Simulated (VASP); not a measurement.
# LiF in VASP: further runs

The runs below take LiF through single point, with PBEsol.

All numbers are computed with VASP 6.6.1; they aren't measurements. Logs are shortened: lines on timing, memory, paths and dates and some standing lists are left out, and cuts for length are marked.

## Step 1: The wire as given

The cell holds a wire with vacuum, 10 atoms: a = 13.000 Å, b = 13.300 Å, c = 3.513 Å, α = 90.00°, β = 90.00°, γ = 90.00°.

## Step 2: Single point, PBEsol

Contents of INCAR:

```
SYSTEM = LiF
PREC = Accurate
ENCUT = 520
EDIFF = 1E-6
ISMEAR = 0
SIGMA = 0.05
LREAL = .FALSE.
LASPH = .TRUE.
NELM = 100
ALGO = Normal
ISIF = 2
LWAVE = .FALSE.
LCHARG = .FALSE.
GGA = PS
NBANDS = 36
```

Contents of KPOINTS:

```
Automatic mesh
0
G
  1 1 8
  0 0 0
```

Contents of POSCAR:

```
LiF
1.0
   13.0000000000      0.0000000000      0.0000000000
    0.0000000000     13.3000000000      0.0000000000
    0.0000000000      0.0000000000      3.5132926083
Li F
5 5
Direct
    0.5000000000      0.5000000000      0.0000000000
    0.5000000000      0.3449210462      0.5000000000
    0.5000000000      0.6550789538      0.5000000000
    0.3413427951      0.5000000000      0.5000000000
    0.6586572049      0.5000000000      0.5000000000
    0.3351222928      0.5000000000      0.0000000000
    0.6648777072      0.5000000000      0.0000000000
    0.5000000000      0.5000000000      0.5000000000
    0.5000000000      0.3388399224      0.0000000000
    0.5000000000      0.6611600776      0.0000000000
```

Potentials or basis: VASP PAW PBE potentials, release 64 (Li_sv, F).

On the command line:

```console
cat potpaw_PBE.64/Li_sv/POTCAR potpaw_PBE.64/F/POTCAR > POTCAR
mpirun -np 1 vasp_std > vasp.out
```

OUTCAR:

```text
SYSTEM = LiF
   PREC = Accurate
   ENCUT = 520
   EDIFF = 1E-6
   ISMEAR = 0
   LREAL = .FALSE.
   LASPH = .TRUE.
   NELM = 100
   ISIF = 2
   GGA = PS

 ion  position               nearest neighbor table
   1  0.500  0.500  0.000-   8 1.76   8 1.76   6 2.14   7 2.14  10 2.14   9 2.14
   2  0.500  0.345  0.500-   9 1.76   9 1.76   8 2.06
   3  0.500  0.655  0.500-  10 1.76  10 1.76   8 2.06
   4  0.341  0.500  0.500-   6 1.76   6 1.76   8 2.06
   5  0.659  0.500  0.500-   7 1.76   7 1.76   8 2.06
   6  0.335  0.500  0.000-   4 1.76   4 1.76   1 2.14
   7  0.665  0.500  0.000-   5 1.76   5 1.76   1 2.14
   8  0.500  0.500  0.500-   1 1.76   1 1.76   5 2.06   4 2.06   3 2.06   2 2.06
   9  0.500  0.339  0.000-   2 1.76   2 1.76   1 2.14
  10  0.500  0.661  0.000-   3 1.76   3 1.76   1 2.14

  LATTYP: Found a simple orthorhombic cell.
 ALAT       =     3.5132926083
 B/A-ratio  =     3.7002326448
 C/A-ratio  =     3.7856226289

  Lattice vectors:

 A1 = (   0.0000000000,   0.0000000000,   3.5132926083)
 A2 = (  13.0000000000,   0.0000000000,   0.0000000000)
 A3 = (   0.0000000000,  13.3000000000,   0.0000000000)

Analysis of symmetry for initial positions (statically):
=====================================================================
 Subroutine PRICEL returns:
 Original cell was already a primitive cell.

 Routine SETGRP: Setting up the symmetry group for a
 simple orthorhombic supercell.

 Subroutine GETGRP returns: Found  8 space group operations
 (whereof  8 operations were pure point group operations)
 out of a pool of  8 trial point group operations.

The static configuration has the point symmetry D_2h.

Analysis of symmetry for dynamics (positions and initial velocities):
=====================================================================
 Subroutine PRICEL returns:
 Original cell was already a primitive cell.

 Routine SETGRP: Setting up the symmetry group for a
 simple orthorhombic supercell.

 Subroutine GETGRP returns: Found  8 space group operations
 (whereof  8 operations were pure point group operations)
 out of a pool of  8 trial point group operations.

The dynamic configuration has the point symmetry D_2h.

 Subroutine INISYM returns: Found  8 space group operations
 (whereof  8 operations are pure point group operations),
 and found     1 'primitive' translations

----------------------------------------------------------------------------------------

                                     Primitive cell

  volume of cell :     607.4483

  direct lattice vectors                    reciprocal lattice vectors
    13.000000000  0.000000000  0.000000000     0.076923077  0.000000000  0.000000000
     0.000000000 13.300000000  0.000000000     0.000000000  0.075187970  0.000000000
     0.000000000  0.000000000  3.513292608     0.000000000  0.000000000  0.284633280

  length of vectors
    13.000000000 13.300000000  3.513292608     0.076923077  0.075187970  0.284633280

  position of ions in fractional coordinates (direct lattice)
     0.500000000  0.500000000  0.000000000
     0.500000000  0.344921046  0.500000000
     0.500000000  0.655078954  0.500000000
     0.341342795  0.500000000  0.500000000
     0.658657205  0.500000000  0.500000000
     0.335122293  0.500000000  0.000000000
     0.664877707  0.500000000  0.000000000
     0.500000000  0.500000000  0.500000000
     0.500000000  0.338839922  0.000000000
     0.500000000  0.661160078  0.000000000

  ion indices of the primitive-cell ions
   primitive index   ion index
                 1           1
                 2           2
                 3           3
                 4           4
                 5           5
                 6           6
                 7           7
                 8           8
                 9           9
                10          10

----------------------------------------------------------------------------------------

 KPOINTS: Automatic mesh

Automatic generation of k-mesh.
 Grid dimensions read from file:
 generate k-points for:    1    1    8

 Generating k-lattice:

  Cartesian coordinates                     Fractional coordinates (reciprocal lattice)
     0.076923077  0.000000000  0.000000000     1.000000000  0.000000000  0.000000000
     0.000000000  0.075187970  0.000000000     0.000000000  1.000000000  0.000000000
     0.000000000  0.000000000  0.035579160     0.000000000  0.000000000  0.125000000

  Length of vectors
     0.076923077  0.075187970  0.035579160

  Shift w.r.t. Gamma in fractional coordinates (k-lattice)
     0.000000000  0.000000000  0.000000000

 Subroutine IBZKPT returns following result:
 ===========================================

 Found      5 irreducible k-points:

 Following reciprocal coordinates:
            Coordinates               Weight
  0.000000  0.000000  0.000000      1.000000
  0.000000  0.000000  0.125000      2.000000
  0.000000  0.000000  0.250000      2.000000
  0.000000  0.000000  0.375000      2.000000
  0.000000  0.000000  0.500000      1.000000
   k-points           NKPTS =      5   k-points in BZ     NKDIM =      5   number of bands    NBANDS=     36
   number of dos      NEDOS =    301   number of ions     NIONS =     10
   total plane-waves  NPLWV = 274400
   dimension x,y,z NGX =    98 NGY =  100 NGZ =   28
   dimension x,y,z NGXF=   196 NGYF=  200 NGZF=   56
   ions per type =               5   5
   NGX,Y,Z   is equivalent  to a cutoff of  12.53, 12.50, 13.25 a.u.
   NGXF,Y,Z  is equivalent  to a cutoff of  25.06, 25.00, 26.50 a.u.
 SYSTEM =  LiF
   PREC   = accura    normal or accurate (medium, high low for compatibility)
   ISTART =      0    job   : 0-new  1-cont  2-samecut
   ICHARG =      2    charge: 1-file 2-atom 10-const
   ISPIN  =      1    spin polarized calculation?
   LNONCOLLINEAR =      F non collinear calculations
   LSORBIT =      F    spin-orbit coupling
   LASPH  =      T    aspherical Exc in radial PAW
   ENCUT  =  520.0 eV  38.22 Ry    6.18 a.u.  24.17 24.73  6.53*2*pi/ulx,y,z
   NELM   =    100;   NELMIN=  2; NELMDL= -5     # of ELM steps
   EDIFF  = 0.1E-05   stopping-criterion for ELM
   LREAL  =      F    real-space projection
   EDIFFG = 0.1E-04   stopping-criterion for IOM
   NSW    =      0    number of steps for IOM
   IBRION =     -1    ionic relax: 0-MD 1-quasi-New 2-CG
   NFREE  =      0    steps in history (QN), initial steepest desc. (CG)
   ISIF   =      2    stress and relaxation
   ISYM   =      2    0-nonsym 1-usesym 2-fastsym
   POTIM  = 0.5000    time-step for ionic-motion
   TEBEG  =    0.0;   TEEND  =   0.0 temperature during run
   PSTRESS=    0.0 pullay stress
   NELECT =      50.0000    total number of electrons
   NUPDOWN=      -1.0000    fix difference up-down
   EMIN   =  10.00;   EMAX   =-10.00  energy-range for DOS
   EFERMI =   0.00;   METHOD = LEGACY
   ISMEAR =     0;   SIGMA  =   0.05  broadening in eV -4-tet -1-fermi 0-gaus
   EFERMI_NEDOS =   21; number of points for ismear=-14 and -15
   IALGO  =     38    algorithm
   IMIX   =      4    mixing-type and parameters
     AMIX     =   0.40;   BMIX     =  1.00
     AMIX_MAG =   1.60;   BMIX_MAG =  1.00
  volume/ion in A,a.u.               =      60.74       409.93
  Fermi-wavevector in a.u.,A,eV,Ry     =   0.712134  1.345738  6.899989  0.507135
  Thomas-Fermi vector in A             =   1.799429
   LORBIT       =      0    0 simple, 1 ext, 2 COOP (PROOUT), +10 PAW based schemes
   GGA     = PS    functional components
   LHFCALC =     F    Hartree Fock is set to
   AEXX    =    0.0000 exact exchange contribution
   IVDW    =     0    specifies the selected vdW correction
   LEPSILON=     F    determine dielectric tensor
   LRPA    =     F    only Hartree local field effects (RPA)
 non-spin polarized calculation
 Gauss-broadening in eV      SIGMA  =   0.05
  energy-cutoff  :      520.00
  volume of cell :      607.45
 maximum number of plane-waves:     16397
 NGX is ok and might be reduce to    98
   NGX = 49   NGY = 49   NGZ = 13

 number of electron      49.9999941 magnetization

 Free energy of the ion-electron system (eV)
  ---------------------------------------------------
  ext. energy  EPLUGINS =         0.00000000
  ---------------------------------------------------
  free energy    TOTEN  =       -46.23875423 eV

  energy without entropy =      -46.23875423  energy(sigma->0) =      -46.23875423

 E-fermi :  -6.1402     XC(G=0):  -2.1272

 val. band max:       -6.4980697640   @ k =   0.0000   0.0000   0.5000
 cond. band min:      -0.1500576845   @ k =   0.0000   0.0000   0.0000
 fundamental gap:      6.3480120794
 Fermi energy:        -6.1402175792

 k-point     1 :       0.0000    0.0000    0.0000
  band No.  band energies     occupation
      1     -47.6089      2.00000
      2     -47.6005      2.00000
      3     -47.6005      2.00000
      4     -47.5944      2.00000
      5     -46.7874      2.00000
      6     -26.9763      2.00000
[... 28 lines left out ...]
     35       3.0133      0.00000
     36       3.0878      0.00000

 k-point     2 :       0.0000    0.0000    0.1250
  band No.  band energies     occupation
      1     -47.6076      2.00000
      2     -47.5995      2.00000
      3     -47.5994      2.00000
      4     -47.5934      2.00000
      5     -46.7863      2.00000
      6     -26.9907      2.00000
[... 28 lines left out ...]
     35       3.1331      0.00000
     36       3.2035      0.00000

 k-point     3 :       0.0000    0.0000    0.2500
  band No.  band energies     occupation
      1     -47.6045      2.00000
      2     -47.5969      2.00000
      3     -47.5969      2.00000
      4     -47.5909      2.00000
      5     -46.7834      2.00000
      6     -27.0253      2.00000
[... 28 lines left out ...]
     35       3.4617      0.00000
     36       3.5190      0.00000

 k-point     4 :       0.0000    0.0000    0.3750
  band No.  band energies     occupation
      1     -47.6014      2.00000
      2     -47.5944      2.00000
      3     -47.5943      2.00000
      4     -47.5884      2.00000
      5     -46.7806      2.00000
      6     -27.0598      2.00000
[... 28 lines left out ...]
     35       3.8902      0.00000
     36       3.9237      0.00000

 k-point     5 :       0.0000    0.0000    0.5000
  band No.  band energies     occupation
      1     -47.6001      2.00000
      2     -47.5933      2.00000
      3     -47.5933      2.00000
      4     -47.5874      2.00000
      5     -46.7794      2.00000
      6     -27.0739      2.00000
[... 28 lines left out ...]
     35       4.1282      0.00000
     36       4.1542      0.00000

------------------------ aborting loop because EDIFF is reached ----------------------------------------

  FORCE on cell =-STRESS in cart. coord.  units (eV):
  Direction    XX          YY          ZZ          XY          YZ          ZX
  --------------------------------------------------------------------------------------
  -------------------------------------------------------------------------------------
  Total       -0.2523019     -0.2507015      0.4939422      0.0000000      0.0000000     -0.0000000
  in kB       -0.6654596     -0.6612387      1.3027989      0.0000000      0.0000000     -0.0000000
  external PRESSURE =      -0.0079665 kB  Pullay stress =       0.0000000 kB

 VOLUME and BASIS-vectors are now :
 -----------------------------------------------------------------------------
  energy-cutoff  :      520.00
  volume of cell :      607.45
      direct lattice vectors                 reciprocal lattice vectors
    13.000000000  0.000000000  0.000000000     0.076923077  0.000000000  0.000000000
     0.000000000 13.300000000  0.000000000     0.000000000  0.075187970  0.000000000
     0.000000000  0.000000000  3.513292608     0.000000000  0.000000000  0.284633280

 POSITION                                       TOTAL-FORCE (eV/Angst)
 -----------------------------------------------------------------------------------
      6.50000      6.65000      0.00000         0.000000      0.000000      0.000000
      6.50000      4.58745      1.75665         0.000000     -0.005826      0.000000
      6.50000      8.71255      1.75665         0.000000      0.005826      0.000000
      4.43746      6.65000      1.75665        -0.006288      0.000000      0.000000
      8.56254      6.65000      1.75665         0.006288      0.000000     -0.000000
      4.35659      6.65000      0.00000        -0.003338      0.000000      0.000000
      8.64341      6.65000      0.00000         0.003338      0.000000      0.000000
      6.50000      6.65000      1.75665         0.000000      0.000000      0.000000
      6.50000      4.50657      0.00000         0.000000     -0.003417      0.000000
      6.50000      8.79343      0.00000         0.000000      0.003417      0.000000
 -----------------------------------------------------------------------------------
    total drift:                                0.000000     -0.000000      0.000000

  FREE ENERGIE OF THE ION-ELECTRON SYSTEM (eV)
  ---------------------------------------------------
  free  energy   TOTEN  =       -46.2387542291 eV

  energy  without entropy=      -46.2387542291  energy(sigma->0) =      -46.23875423
```

Wall time 3.1 min (1 thread of Intel Xeon Platinum 8488C (Sapphire Rapids), shared host); peak memory 0.61 GiB.

What came out:

```yaml
Free_energy: -46.2388 eV
Largest_force: 0.006 eV/Å
Band_gap_on_the_k_mesh: 6.35 eV, indirect (least direct gap 6.46 eV)
```

Forces in eV/Å, atoms in the order of the input:
```
Li   0.000  0.000  0.000
Li   0.000 -0.006  0.000
Li   0.000  0.006  0.000
Li  -0.006  0.000  0.000
Li   0.006  0.000  0.000
F   -0.003  0.000  0.000
F    0.003  0.000  0.000
F    0.000  0.000  0.000
F    0.000 -0.003  0.000
F    0.000  0.003  0.000
```

Caveat: the cutoff is under 1.25 times the usual one of these potentials, so pressure, stress and relaxed cells hold a basis-set (Pulay) error; the PAW data sets were made with another functional, which shifts forces and pressure a little.

## Step 3: Single point, PBEsol

This run uses another cell than the first one, of 69.30 Å³/atom, 1.141 times its volume.

Contents of INCAR:

```
SYSTEM = LiF
PREC = Accurate ; ENCUT = 520
EDIFF = 1E-6 ; ISMEAR = 0
SIGMA = 0.05 ; LREAL = .FALSE.
LASPH = .TRUE. ; NELM = 100
ALGO = Fast ; ISIF = 2
LWAVE = .FALSE. ; LCHARG = .FALSE.
GGA = PS ; NBANDS = 36
```

KPOINTS is that of step 2.

Contents of POSCAR:

```
LiF
1.0
   13.0000000000      0.0000000000      0.0000000000
    0.0000000000     13.3000000000      0.0000000000
    0.0000000000      0.0000000000      4.0078955364
Li F
5 5
Direct
    0.5000000000      0.5000000000      0.0000000000
    0.5000000000      0.3493272355      0.5000000000
    0.5000000000      0.6506727645      0.5000000000
    0.3458501717      0.5000000000      0.5000000000
    0.6541498283      0.5000000000      0.5000000000
    0.3458501717      0.5000000000      0.0000000000
    0.6541498283      0.5000000000      0.0000000000
    0.5000000000      0.5000000000      0.5000000000
    0.5000000000      0.3493272355      0.0000000000
    0.5000000000      0.6506727645      0.0000000000
```

Potentials or basis: VASP PAW PBE potentials, release 64 (Li_sv, F).

On the command line:

```console
cat potpaw_PBE.64/Li_sv/POTCAR potpaw_PBE.64/F/POTCAR > POTCAR
mpirun -np 1 vasp_std > vasp.out
```

Wall time 8.3 min (1 thread of Intel Xeon Platinum 8488C (Sapphire Rapids), shared host); peak memory 0.65 GiB.

It converged, with:

| Item | Value |
| --- | --- |
| Free energy | -45.0482 eV |
| Largest force | 0.287 eV/Å |
| Band gap on the k mesh | 5.30 eV, indirect (least direct gap 5.35 eV) |

Forces in eV/Å, atoms in the order of the input:
```
Li   0.000  0.000  0.000
Li   0.000  0.169  0.000
Li   0.000 -0.169  0.000
Li   0.169  0.000  0.000
Li  -0.169  0.000  0.000
F   -0.287  0.000  0.000
F    0.287  0.000  0.000
F    0.000  0.000  0.000
F    0.000 -0.287  0.000
F    0.000  0.287  0.000
```

Levels at points of the mesh, in eV from the valence-band top:
```
           k point  band 21  band 22  band 23  band 24  band 25  band 26  band 27  band 28  band 29  band 30
(0.00, 0.00, 0.00)    -0.93    -0.37    -0.37    -0.37    -0.04     5.30     5.99     6.01     6.38     6.74
(0.00, 0.00, 0.50)    -0.73    -0.31    -0.29    -0.29     0.00     7.20     7.41     7.56     7.57     8.02
```

Caveat: the cutoff is under 1.25 times the usual one of these potentials, so pressure, stress and relaxed cells hold a basis-set (Pulay) error; the PAW data sets were made with another functional, which shifts forces and pressure a little.
